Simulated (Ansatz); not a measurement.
# Si: the cost of one run

Program: Ansatz 0.2 early development. Level of theory: run time, real-time TDDFT, HSE06, NC. These are calculated values, not measurements.

### 1 The system as given

It holds 64 Si; a = 10.860 Å, b = 10.860 Å, c = 10.860 Å, α = 90.00°, β = 90.00°, γ = 90.00°; 20.01 Å³ an atom; space group P1.

Cell or atoms stand a little off a more symmetric structure (Fd-3m at a tolerance of 0.3 Å), so results at this geometry aren't those of that ideal crystal.

### 2 The run

The input, input.yaml:

```yaml
crystal:
  lattice:
    - [10.86, 0, 0]
    - [0, 10.86, 0]
    - [0, 0, 10.86]
  atoms:
    - { symbol: Si, position: [0.00156, 0.00171, -0.00384] }
    - { symbol: Si, position: [0.00345, 0.24619, 0.25162] }
    - { symbol: Si, position: [0.24755, -0.00073, 0.25342] }
    - { symbol: Si, position: [0.24718, 0.25399, -0.0025] }
    - { symbol: Si, position: [0.12817, 0.1247, 0.12223] }
    - { symbol: Si, position: [0.127, 0.37108, 0.37822] }
    - { symbol: Si, position: [0.37131, 0.12631, 0.37695] }
    - { symbol: Si, position: [0.37395, 0.37858, 0.12128] }
    - { symbol: Si, position: [0.00396, -0.00223, 0.49901] }
    - { symbol: Si, position: ["3e-05", 0.247, 0.75397] }
    - { symbol: Si, position: [0.24603, 0.00301, 0.74996] }
    - { symbol: Si, position: [0.25099, 0.25223, 0.49604] }
    - { symbol: Si, position: [0.12872, 0.12142, 0.62606] }
    - { symbol: Si, position: [0.12305, 0.37369, 0.87869] }
    - { symbol: Si, position: [0.37179, 0.12892, 0.87299] }
    - { symbol: Si, position: [0.37778, 0.3753, 0.62183] }
    - { symbol: Si, position: [0.0025, 0.49601, 0.00282] }
    - { symbol: Si, position: [-0.00342, 0.75073, 0.25244] }
    - { symbol: Si, position: [0.24838, 0.50381, 0.24655] }
    - { symbol: Si, position: [0.25384, 0.74829, -0.00155] }
    - { symbol: Si, position: [0.12563, 0.62164, 0.12886] }
    - { symbol: Si, position: [0.121, 0.87758, 0.37556] }
    - { symbol: Si, position: [0.3754, 0.6277, 0.371] }
    - { symbol: Si, position: [0.37889, 0.87172, 0.12547] }
    - { symbol: Si, position: [-0.00141, 0.49814, 0.50388] }
    - { symbol: Si, position: [-0.00353, 0.75375, 0.74853] }
    - { symbol: Si, position: [0.25232, 0.50089, 0.7465] }
    - { symbol: Si, position: [0.25294, 0.74602, 0.50237] }
    - { symbol: Si, position: [0.12193, 0.62514, 0.62789] }
    - { symbol: Si, position: [0.12286, 0.87895, 0.87188] }
    - { symbol: Si, position: [0.37863, 0.62384, 0.87291] }
    - { symbol: Si, position: [0.37621, 0.87135, 0.62865] }
    - { symbol: Si, position: [0.49606, 0.0021, 0.00114] }
    - { symbol: Si, position: [0.49981, 0.25311, 0.24605] }
    - { symbol: Si, position: [0.75399, -0.0029, 0.24987] }
    - { symbol: Si, position: [0.74917, 0.24764, 0.00398] }
    - { symbol: Si, position: [0.62123, 0.12851, 0.1241] }
    - { symbol: Si, position: [0.6268, 0.37646, 0.37125] }
    - { symbol: Si, position: [0.87831, 0.12112, 0.37686] }
    - { symbol: Si, position: [0.87234, 0.37454, 0.12827] }
    - { symbol: Si, position: [0.49738, 0.004, 0.49729] }
    - { symbol: Si, position: [0.50333, 0.24943, 0.74743] }
    - { symbol: Si, position: [0.75176, -0.00385, 0.75337] }
    - { symbol: Si, position: [0.74621, 0.25156, 0.5017] }
    - { symbol: Si, position: [0.62421, 0.12845, 0.62119] }
    - { symbol: Si, position: [0.62899, 0.37255, 0.87428] }
    - { symbol: Si, position: [0.87476, 0.12218, 0.87899] }
    - { symbol: Si, position: [0.87107, 0.37818, 0.62469] }
    - { symbol: Si, position: [0.50125, 0.502, -0.00392] }
    - { symbol: Si, position: [0.50361, 0.74631, 0.25132] }
    - { symbol: Si, position: [0.74782, 0.49895, 0.25358] }
    - { symbol: Si, position: [0.74696, 0.75396, -0.00224] }
    - { symbol: Si, position: [0.62797, 0.62502, 0.122] }
    - { symbol: Si, position: [0.62728, 0.87103, 0.37801] }
    - { symbol: Si, position: [0.87145, 0.626, 0.37722] }
    - { symbol: Si, position: [0.87364, 0.87871, 0.12142] }
    - { symbol: Si, position: [0.5039, 0.49805, 0.4987] }
    - { symbol: Si, position: [0.50036, 0.74679, 0.75392] }
    - { symbol: Si, position: [0.746, 0.50278, 0.75029] }
    - { symbol: Si, position: [0.75067, 0.75249, 0.49601] }
    - { symbol: Si, position: [0.62882, 0.62158, 0.62574] }
    - { symbol: Si, position: [0.62334, 0.87339, 0.8788] }
    - { symbol: Si, position: [0.8716, 0.62884, 0.87328] }
    - { symbol: Si, position: [0.87753, 0.87562, 0.62164] }
kpoints:
  mp_grid: { grid: [2, 1, 1] }
hamiltonian:
  xc: hse06
  pseudopotentials: { kind: nc }
scf:
  occupations: { method: fixed }
real_time:
  duration: 0.1
  kick: { direction: [0, 0, 1] }
```

The run is started by

```
ansatz run input --backend cuda --devices 4 --threads 11 --events-out ev
```

What time and memory should one allow on 2 × NVIDIA GB300 Max-Q with 11 threads of Arm Neoverse V2 (Grace), shared host?

About 1.8 min, with a peak of 4.1 GiB on the host and 5.9 GiB on a GPU.
